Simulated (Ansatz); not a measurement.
# Si4O: the cost of one run

Method: DFT PBE+D3(BJ), scalar-relativistic, plane waves, PAW, in Ansatz 0.2.0.

5 further runs of the same task are left out: 5 set aside as unsound or not needed.

**1. The starting structure**

The structure is orthorhombic, space group Pmm2 (No. 25). The conventional cell has a = 3.833 Å, b = 3.833 Å, c = 21.203 Å, α = 90.00°, β = 90.00°, γ = 90.00°. Si (site symmetry mm2) has 2 Si at 2.35 Å as nearest neighbours. Si (site symmetry mm2) has 4 Si at 2.35 to 2.38 Å as nearest neighbours. Around Si (site symmetry mm2) lie 4 Si at 2.34 to 2.38 Å. Si (site symmetry mm2) is surrounded by 1 O at 2.20 Å and 2 Si at 2.34 Å. O (site symmetry mm2) is surrounded by 1 Si at 2.20 Å.

Structure file:

```
Si O
1.0
     3.83334    0.00000    0.00000
     0.00000    3.83334    0.00000
     0.00000    0.00000   21.20348
Si O
4 1
Cartesian
  0.0000 1.9167 4.0000
  0.0000 0.0000 5.3553
  1.9167 0.0000 6.7680
  1.9167 1.9167 8.1035
  1.9167 1.9167 10.3035
```

This is the geometry of the first run shown, built on a cell relaxed beforehand with the same method.

**2. Plan of the line**

Atoms count from 1 in the order of the input.

O is moved over the surface cell at a fixed height above a rigid substrate; the origin of the map has the adsorbate above Si4; the height is held at 2.20 Å.

- position of O5 along the first surface vector, from above Si4: 8 values from 0.000 to 0.875, periodic
- position of O5 along the second surface vector, from above Si4: 8 values from 0.000 to 0.875, periodic

Nothing else is relaxed. Points are written as (first, second).

The two vectors of the plane (Å): (3.833, 0.000, 0.000); (0.000, 3.833, 0.000).

**3. Grid point (0/8, 0/8) of the map's two axes**

A dipole layer in the vacuum cancels the field that periodic copies would set up if the slab's two faces differ.

input.yaml

```yaml
crystal:
  lattice:
    - [3.8333442603, 0.0, 0.0]
    - [0.0, 3.8333442603, 0.0]
    - [0.0, 0.0, 21.2034818054]
  atoms:
    - { symbol: Si, position: [0.0, 0.5, 0.1886482624] }
    - { symbol: Si, position: [0.0, 0.0, 0.2525666261] }
    - { symbol: Si, position: [0.5, 0.0, 0.3191936744] }
    - { symbol: Si, position: [0.5, 0.5, 0.3821769405] }
    - { symbol: O, position: [0.5, 0.5, 0.4859334849], spin: 2.0 }
basis:
  ecutwfc: 420
kpoints:
  mp_grid: { grid: [7, 7, 1] }
hamiltonian:
  xc: pbe
  pseudopotentials: { kind: paw, azcp: { folder: soft_1 } }
  dispersion: d3bj
scf:
  occupations: { method: gaussian, width: 0.05 }
output:
  forces: true
  eigenvalues: true
  populations: true
magnetization:
  spin_polarized: true
efield:
  axis: 3
  dipole_correction: true
  ramp_width: 0.04
```

Command:

```console
$ ansatz run input.yaml --threads 1 --pin off --max-ram 3072MiB --backend cpu --events-out ev --progress --plain --runs-dir out
```

What time and memory should one allow on 1 thread of Arm Neoverse N1, shared host?

About 61 s, with a peak of 0.47 GiB.
